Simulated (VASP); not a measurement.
# SrCl2 (Fm-3m) in VASP: a series of runs, part 2 of 2

VASP 6.6.1. Earlier steps stand in the parts before.

### Step 3. Single point, PBE

INCAR

```
SYSTEM = SrCl2
ADDGRID = .False. ; ALGO = Normal
EDIFF = 1E-6 ; ENCUT = 550
GGA = PE ; ISIF = 2
ISMEAR = 0 ; LASPH = .True.
LCHARG = .False. ; LREAL = Auto
LWAVE = .False. ; NBANDS = 19
NELM = 100 ; PREC = Accurate
SIGMA = 0.05
```

KPOINTS

```
k-points
0
Gamma
  8 8 8
  0 0 0
```

POSCAR

```
SrCl2
1.0
    0.0000000000      3.4883500000      3.4883500000
    3.4883500000      0.0000000000      3.4883500000
    3.4883500000      3.4883500000      0.0000000000
Sr Cl
1 2
Direct
    0.0068970000     -0.0112840000      0.0399150000
    0.7604860000      0.7424010000      0.7508940000
    0.2477780000      0.2469560000      0.2707310000
```

Potentials or basis: VASP PAW PBE potentials, release 64 (Sr_sv, Cl).

Run with:

```console
> cat potpaw_PBE.64/Sr_sv/POTCAR potpaw_PBE.64/Cl/POTCAR > POTCAR
> mpirun -np 1 vasp_std > vasp.out
```

OUTCAR:

```text
SYSTEM = SrCl2
   EDIFF = 1E-6
   ENCUT = 550
   GGA = PE
   ISIF = 2
   ISMEAR = 0
   LASPH = .True.
   LREAL = Auto
   NELM = 100
   PREC = Accurate

 Found    260 irreducible k-points:

 Following reciprocal coordinates:
            Coordinates               Weight
  0.000000  0.000000  0.000000      1.000000
  0.125000  0.000000  0.000000      2.000000
  0.000000  0.125000  0.000000      2.000000
  0.000000  0.000000  0.125000      2.000000
  0.125000  0.125000  0.125000      2.000000
  0.250000  0.000000  0.000000      2.000000
   k-points           NKPTS =    260   k-points in BZ     NKDIM =    260   number of bands    NBANDS=     19
   number of dos      NEDOS =    301   number of ions     NIONS =      3
   total plane-waves  NPLWV =  64000
   dimension x,y,z NGX =    40 NGY =   40 NGZ =   40
   dimension x,y,z NGXF=    80 NGYF=   80 NGZF=   80
   ions per type =               1   2
   NGX,Y,Z   is equivalent  to a cutoff of  13.48, 13.48, 13.48 a.u.
   NGXF,Y,Z  is equivalent  to a cutoff of  26.96, 26.96, 26.96 a.u.
 SYSTEM =  SrCl2
   PREC   = accura    normal or accurate (medium, high low for compatibility)
   ISTART =      0    job   : 0-new  1-cont  2-samecut
   ICHARG =      2    charge: 1-file 2-atom 10-const
   ISPIN  =      1    spin polarized calculation?
   LNONCOLLINEAR =      F non collinear calculations
   LSORBIT =      F    spin-orbit coupling
   LASPH  =      T    aspherical Exc in radial PAW
   ENCUT  =  550.0 eV  40.42 Ry    6.36 a.u.   9.43  9.43  9.43*2*pi/ulx,y,z
   NELM   =    100;   NELMIN=  2; NELMDL= -5     # of ELM steps
   EDIFF  = 0.1E-05   stopping-criterion for ELM
   LREAL  =      T    real-space projection
   EDIFFG = 0.1E-04   stopping-criterion for IOM
   NSW    =      0    number of steps for IOM
   IBRION =     -1    ionic relax: 0-MD 1-quasi-New 2-CG
   NFREE  =      0    steps in history (QN), initial steepest desc. (CG)
   ISIF   =      2    stress and relaxation
   ISYM   =      2    0-nonsym 1-usesym 2-fastsym
   POTIM  = 0.5000    time-step for ionic-motion
   TEBEG  =    0.0;   TEEND  =   0.0 temperature during run
   PSTRESS=    0.0 pullay stress
   NELECT =      24.0000    total number of electrons
   NUPDOWN=      -1.0000    fix difference up-down
   EMIN   =  10.00;   EMAX   =-10.00  energy-range for DOS
   EFERMI =   0.00;   METHOD = LEGACY
   ISMEAR =     0;   SIGMA  =   0.05  broadening in eV -4-tet -1-fermi 0-gaus
   EFERMI_NEDOS =   21; number of points for ismear=-14 and -15
   IALGO  =     38    algorithm
   IMIX   =      4    mixing-type and parameters
     AMIX     =   0.40;   BMIX     =  1.00
     AMIX_MAG =   1.60;   BMIX_MAG =  1.00
  volume/ion in A,a.u.               =      28.30       190.97
  Fermi-wavevector in a.u.,A,eV,Ry     =   1.074439  2.030396 15.706833  1.154420
  Thomas-Fermi vector in A             =   2.210267
   LORBIT       =      0    0 simple, 1 ext, 2 COOP (PROOUT), +10 PAW based schemes
   GGA     = PE    functional components
   LHFCALC =     F    Hartree Fock is set to
   AEXX    =    0.0000 exact exchange contribution
   IVDW    =     0    specifies the selected vdW correction
   LEPSILON=     F    determine dielectric tensor
   LRPA    =     F    only Hartree local field effects (RPA)
 non-spin polarized calculation
 Gauss-broadening in eV      SIGMA  =   0.05
  energy-cutoff  :      550.00
  volume of cell :       84.90
 maximum number of plane-waves:      2514
 NGX is ok and might be reduce to    40
   NGX = 19   NGY = 19   NGZ = 19

 number of electron      24.0000000 magnetization

 Free energy of the ion-electron system (eV)
  ---------------------------------------------------
  ext. energy  EPLUGINS =         0.00000000
  ---------------------------------------------------
  free energy    TOTEN  =       -12.74500495 eV

  energy without entropy =      -12.74500495  energy(sigma->0) =      -12.74500495

 E-fermi :   0.3648     XC(G=0):  -8.2791

 val. band max:        0.1666179543   @ k =   0.5000   0.5000   0.0000
 cond. band min:       5.4812351559   @ k =   0.0000   0.0000   0.0000
 fundamental gap:      5.3146172016
 Fermi energy:         0.3648035264

 k-point     1 :       0.0000    0.0000    0.0000
  band No.  band energies     occupation
      1     -32.7196      2.00000
      2     -14.7304      2.00000
      3     -14.7177      2.00000
      4     -14.7148      2.00000
      5     -13.1485      2.00000
      6     -12.3090      2.00000
[... 11 lines left out ...]
     18       9.1900      0.00000
     19       9.4456      0.00000

 k-point     2 :       0.1250    0.0000    0.0000
  band No.  band energies     occupation
      1     -32.7192      2.00000
      2     -14.7748      2.00000
      3     -14.7257      2.00000
      4     -14.7177      2.00000
      5     -13.0634      2.00000
      6     -12.3396      2.00000
[... 11 lines left out ...]
     18       9.0209      0.00000
     19       9.7410      0.00000

 k-point     3 :       0.0000    0.1250    0.0000
  band No.  band energies     occupation
      1     -32.7192      2.00000
      2     -14.7781      2.00000
      3     -14.7253      2.00000
      4     -14.7192      2.00000
      5     -13.0557      2.00000
      6     -12.3421      2.00000
[... 11 lines left out ...]
     18       8.9704      0.00000
     19       9.7440      0.00000

 k-point     4 :       0.0000    0.0000    0.1250
  band No.  band energies     occupation
      1     -32.7192      2.00000
      2     -14.7888      2.00000
      3     -14.7205      2.00000
      4     -14.7170      2.00000
      5     -13.0490      2.00000
      6     -12.3444      2.00000
[... 11 lines left out ...]
     18       8.9265      0.00000
     19       9.8099      0.00000

 k-point     5 :       0.1250    0.1250    0.1250
  band No.  band energies     occupation
      1     -32.7192      2.00000
      2     -14.7782      2.00000
      3     -14.7232      2.00000
      4     -14.7170      2.00000
      5     -13.0629      2.00000
      6     -12.3399      2.00000
[... 11 lines left out ...]
     18       9.0167      0.00000
     19       9.7646      0.00000

 k-point     6 :       0.2500    0.0000    0.0000
  band No.  band energies     occupation
      1     -32.7181      2.00000
      2     -14.8766      2.00000
      3     -14.7342      2.00000
      4     -14.7225      2.00000
      5     -12.8906      2.00000
      6     -12.3953      2.00000
[... 11 lines left out ...]
     18       8.9016      0.00000
     19       9.7133      0.00000

 [... further k-points ...]

------------------------ aborting loop because EDIFF is reached ----------------------------------------

  FORCE on cell =-STRESS in cart. coord.  units (eV):
  Direction    XX          YY          ZZ          XY          YZ          ZX
  --------------------------------------------------------------------------------------
  -------------------------------------------------------------------------------------
  Total        0.7556101      0.7020333      0.7490323      0.1932371     -0.2447348     -0.0907875
  in kB       14.2599561     13.2488493     14.1358185      3.6467918     -4.6186610     -1.7133523
  external PRESSURE =      13.8815413 kB  Pullay stress =       0.0000000 kB

 VOLUME and BASIS-vectors are now :
 -----------------------------------------------------------------------------
  energy-cutoff  :      550.00
  volume of cell :       84.90
      direct lattice vectors                 reciprocal lattice vectors
     0.000000000  3.488350000  3.488350000    -0.143334241  0.143334241  0.143334241
     3.488350000  0.000000000  3.488350000     0.143334241 -0.143334241  0.143334241
     3.488350000  3.488350000  0.000000000     0.143334241  0.143334241 -0.143334241

 POSITION                                       TOTAL-FORCE (eV/Angst)
 -----------------------------------------------------------------------------------
      3.58822      0.16330      3.47305        -0.250595     -0.332565      0.095149
      5.20914      5.27222      5.24260         0.317414      0.232354     -0.160700
      1.80587      1.80874      1.72581        -0.066819      0.100211      0.065551
 -----------------------------------------------------------------------------------
    total drift:                                0.000368     -0.000186     -0.000447

  FREE ENERGIE OF THE ION-ELECTRON SYSTEM (eV)
  ---------------------------------------------------
  free  energy   TOTEN  =       -12.7450049459 eV

  energy  without entropy=      -12.7450049459  energy(sigma->0) =      -12.74500495
```

OSZICAR:

```text
N       E                     dE             d eps       ncg     rms          rms(c)
DAV:   1     0.141815030600E+03    0.14182E+03   -0.11584E+04  9880   0.117E+03
DAV:   2    -0.328844237551E+01   -0.14510E+03   -0.14053E+03 12845   0.229E+02
DAV:   3    -0.127718159919E+02   -0.94834E+01   -0.94526E+01 14422   0.563E+01
DAV:   4    -0.130245764191E+02   -0.25276E+00   -0.25233E+00 15344   0.772E+00
DAV:   5    -0.130281759282E+02   -0.35995E-02   -0.35990E-02 14154   0.835E-01    0.133E+01
DAV:   6    -0.127273713270E+02    0.30080E+00   -0.60104E-01 11557   0.437E+00    0.849E+00
DAV:   7    -0.127368408877E+02   -0.94696E-02   -0.37457E-01 13321   0.368E+00    0.214E+00
DAV:   8    -0.127425591689E+02   -0.57183E-02   -0.55461E-02 11006   0.131E+00    0.423E-01
DAV:   9    -0.127435010641E+02   -0.94190E-03   -0.19996E-03 12556   0.271E-01    0.154E-01
DAV:  10    -0.127448694315E+02   -0.13684E-02   -0.94469E-04 10384   0.182E-01    0.373E-02
DAV:  11    -0.127449808849E+02   -0.11145E-03   -0.75872E-05 12761   0.496E-02    0.429E-02
DAV:  12    -0.127450036940E+02   -0.22809E-04   -0.25410E-05 10561   0.264E-02    0.595E-03
DAV:  13    -0.127450048106E+02   -0.11166E-05   -0.13781E-06 12685   0.710E-03    0.408E-03
DAV:  14    -0.127450049459E+02   -0.13535E-06   -0.29005E-07  8607   0.358E-03
   1 F= -.12745005E+02 E0= -.12745005E+02  d E =-.155791E-10
```

It took 10 min on 1 thread of Intel Xeon Platinum 8488C (Sapphire Rapids), shared host; peak memory 0.42 GiB.

The run converged, but some of its settings lie outside the range that counts as converged, so its numbers aren't taken as properties of the crystal.

What came out:

```yaml
Free_energy: -12.7450 eV
Pressure: 1.4 GPa
Largest_force: 0.427 eV/Å
Band_gap_on_the_k_mesh: 5.31 eV, indirect (least direct gap 5.50 eV)
```

### Step 4. Single point, PBE

INCAR

```
SYSTEM = SrCl2
ADDGRID = .False. ; ALGO = Normal
EDIFF = 1E-4 ; ENCUT = 550
GGA = PE ; ISIF = 2
ISMEAR = 0 ; LASPH = .True.
LCHARG = .False. ; LREAL = .False.
LWAVE = .False. ; NBANDS = 19
NELM = 100 ; PREC = Accurate
SIGMA = 0.05
```

KPOINTS is that of step 3.

POSCAR

```
SrCl2
1.0
    0.0000000000      3.4883500000      3.4883500000
    3.4883500000      0.0000000000      3.4883500000
    3.4883500000      3.4883500000      0.0000000000
Sr Cl
1 2
Direct
    0.0000000000      0.0000000000      0.0000000000
    0.7500000000      0.7500000000      0.7500000000
    0.2500000000      0.2500000000      0.2500000000
```

Run with:

```console
> cat potpaw_PBE.64/Sr_sv/POTCAR potpaw_PBE.64/Cl/POTCAR > POTCAR
> mpirun -np 1 vasp_std > vasp.out
```

Run time: 40 s. Hardware: 1 thread of Intel Xeon Platinum 8488C (Sapphire Rapids), shared host; peak memory 0.25 GiB.

These settings aren't checked as converged: the numbers below hold their error.

What came out:

```yaml
Free_energy: -12.7824 eV
Pressure: 1.2 GPa
Band_gap_on_the_k_mesh: 5.34 eV, indirect (least direct gap 5.50 eV)
```

### Step 5. The reference run

An earlier run on the cell as given: functional PBE; potentials or basis VASP PAW PBE potentials, release 64 (Sr_sv, Cl); cutoff 520 eV; k mesh 7 × 7 × 7; occupations fermi-dirac, width 0.05 eV; no spin polarisation.

* Pressure: 1.1 GPa
* Band gap on the k mesh: 5.37 eV, indirect (least direct gap 5.68 eV)
